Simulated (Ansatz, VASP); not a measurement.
Given: the input of a run of Ansatz 0.2.0 on Si.

input

```
crystal:
  lattice:
    - [2.53211, 0.0, 0.0]
    - [0.0, 2.53211, 0.0]
    - [0.0, 0.0, 2.53211]
  atoms:
    - { symbol: Si, position: [0.5, 0.5, 0.5] }
hamiltonian:
  xc: b3lyp
  pseudopotentials: { kind: paw }
kpoints:
  mp_grid: { grid: [5, 5, 5] }
scf:
  occupations: { method: fermi_dirac, width: 0.05 }
output:
  forces: true
  stress: true
  eigenvalues: true
relax:
  f_tol: 0.01
  max_steps: 40
  cell: { stress_tol: 0.05 }
```

Problem. Set up the same calculation for VASP 6.6.1. Potentials there: VASP PAW PBE potentials, release 64 (Si).

Solution. As run (the cutoff follows the program's own potentials):

File POSCAR:

```
Si
1.0
    2.5321100000      0.0000000000      0.0000000000
    0.0000000000      2.5321100000      0.0000000000
    0.0000000000      0.0000000000      2.5321100000
Si
1
Direct
    0.5000000000      0.5000000000      0.5000000000
```

INCAR.step1

```
  PREC = Accurate
  ENCUT = 600
  EDIFF = 1E-5
  ISMEAR = -1
  SIGMA = 0.05
  LREAL = F
  LASPH = T
  NELM = 100
  ALGO = Normal
  LWAVE = T
  LCHARG = F
  GGA = PE
  NBANDS = 8
```

File INCAR.step2:

```
  PREC = Accurate
  ENCUT = 600
  EDIFF = 1E-7
  ISMEAR = -1
  SIGMA = 0.05
  LREAL = F
  LASPH = T
  NELM = 100
  ALGO = Normal
  ISIF = 3
  LWAVE = F
  LCHARG = F
  GGA = B3
  LHFCALC = T
  AEXX = 0.2
  AGGAX = 0.72
  AGGAC = 0.81
  ALDAC = 0.19
  PRECFOCK = Normal
  IBRION = 2
  NSW = 60
  EDIFFG = -0.01
  ISTART = 1
```

Contents of KPOINTS:

```
regular mesh
0
Gamma
  5 5 5
```

Potentials or basis: VASP PAW PBE potentials, release 64 (Si).

Run with:

```console
$ cat potpaw_PBE.64/Si/POTCAR > POTCAR
$ cp INCAR.step1 INCAR
$ mpirun -np 1 vasp_std > vasp.out
$ cp INCAR.step2 INCAR
$ mpirun -np 1 vasp_std > vasp.out
```

Both were run:

|  | VASP | Ansatz | Ansatz less VASP |
| --- | --- | --- | --- |
| gap on the k mesh at the Fermi level, each at its own relaxed structure (eV) | none | none | - |
| relaxed volume (Å³/atom) | 17.43 | 17.42 | -0.010 |
| relaxed cell length with the largest relative difference (Å) | 2.593 | 2.592 | -0.0005 |
| energy change over the relaxation (meV/atom) | -24 | -24 | +0.3 |

A gap of «none» marks a metal or a gap that the smearing closes.

Caveats: the k mesh is coarse (spacing up to 0.50 Å⁻¹), so the values aren't converged, least of all with exact exchange; the PAW data sets were made with another functional, which shifts forces and pressure a little (VASP); the plane-wave basis is chosen anew once the cell has moved, so the energies of steps on either side of that aren't comparable (Ansatz); the PAW data sets come from PBE, with cores solved anew for the run's functional, which leaves a small shift of forces and pressure (Ansatz).
